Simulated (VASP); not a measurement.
Al: relaxation of cell and atoms with PBE

Al:

```
Al
1.0
     0.00000    3.05449    3.05449
     3.05449    0.00000    3.05449
     3.05449    3.05449    0.00000
Al
2
Cartesian
  0.0000 0.0000 0.0000
  1.5272 1.5272 1.5272
```

This isn't the form of Al at room conditions, which is fcc.

The cell isn't the ideal one: cell and atoms relaxed from a first guess.

| Item | Value |
| --- | --- |
| Program | VASP 6.6.1 |
| Task | relaxation of cell and atoms |
| Functional | PBE |
| Potentials or basis | VASP PAW PBE potentials, release 64 (Al) |
| Cutoff | 600 eV |
| k mesh | 9 × 9 × 9 |
| Occupations | fermi-dirac, width 0.08 eV |
| Spin | no spin polarisation |
| Dipole correction | no |
| Further INCAR settings | ALGO = Fast; EDIFF = 1e-06; IBRION = 2; EDIFFG = -0.005; NSW = 100; ISIF = 3 |

| Item | Value |
| --- | --- |
| Relaxed volume | 27.63 Å³/atom |
| Relaxed cell | a = 4.275 Å, b = 4.275 Å, c = 4.275 Å, α = 60.00°, β = 60.00°, γ = 60.00° |
| Space group after relaxing (to 0.05 Å) | Fd-3m (No. 227) |
| Energy gained by relaxing | 3.1 meV/atom |
| Ionic steps | 3 |
| Pressure after relaxing | 0.0 GPa |
| Band gap on the k mesh | none (metal or under the smearing width) |

The path:
```
step  energy change (eV)  largest force (eV/Å)  pressure (GPa)  volume (Å³)
   1              0.0000                0.0000           -1.09        57.00
   2             -0.0062                0.0000           -0.11        55.41
   3             -0.0062                0.0000           -0.02        55.26
```

Final structure:
```xyz
2
Lattice="0.0000 3.0232 3.0232 3.0232 0.0000 3.0232 3.0232 3.0232 0.0000" Properties=species:S:1:pos:R:3 pbc="T T T"
Al    3.0232    3.0232    0.0000
Al    1.5116    1.5116    1.5116
```

Levels at points of the mesh, in eV from the Fermi level:
```tsv
k point	band 1	band 2	band 3	band 4	band 5	band 6	band 7
(0.00, 0.00, 0.00)	-7.86	2.09	2.09	2.09	3.94	3.94	3.94
```

It took 21 s on 1 thread of Intel(R) Xeon(R) Platinum 8375C CPU @ 2.90GHz (Ice Lake), with other jobs on the host, peak memory 0.2 GiB.
